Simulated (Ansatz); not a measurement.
**SiC (Moissanite): elastic constants with LDA**

The system is SiC (Moissanite).

```
Si C
1.0
     3.07600    0.00000    0.00000
    -1.53800    2.66389    0.00000
     0.00000    0.00000    5.04800
Si C
2 2
Direct
  0.66667 0.33333 0.50000
  0.33333 0.66667 0.00000
  0.66667 0.33333 0.88500
  0.33333 0.66667 0.38500
```

```yaml
Program: Ansatz 0.2.0
Task: elastic constants
Functional: LDA
Potentials_or_basis: Ansatz PAW
Cutoff: "420 eV (not typed: the program's choice for these potentials)"
k_mesh: 8 × 8 × 5
Occupations: fixed
Spin: no spin polarisation
Atoms_under_strain: relaxed
```

```
Pressure               : -4.3 GPa
Band gap on the k mesh : 2.42 eV, indirect (least direct gap 3.88 eV)
Voigt bulk modulus     : 214 GPa
```

Levels at points of the mesh, in eV from the valence-band top:
```csv
k point,band 6,band 7,band 8,band 9,band 10,band 11
"(0.00, 0.00, 0.00)",-0.11,0.00,0.00,4.75,6.21,6.56
"(0.00, -0.50, 0.00)",-3.32,-3.31,-1.20,2.68,4.15,6.80
```

Elastic tensor in Voigt notation (GPa, in the Cartesian axes of the cell as first typed):
```
499 100  48   0   0   0
100 499  48   0   0   0
 47  47 537   0   0   0
  0   0   0 153   0   0
  0   0   0   0 153   0
  0   0   0   0   0 200
```

Wall time 33 s on 2 threads of Arm Neoverse V2, with other jobs on the host, peak memory 0.35 GiB.

Caveat: the cell is more than 3 GPa from zero pressure, which shifts response properties; odd divisions of the mesh miss points on the zone boundary, where band edges often lie, so the gap on the mesh can be too wide; the pressure holds a Pulay correction of +0.4 GPa for the finite cutoff; the PAW data sets come from PBE, with cores solved anew for the run's functional, which leaves a small shift of forces and pressure. As with any semilocal functional, this LDA gap is likely too small.
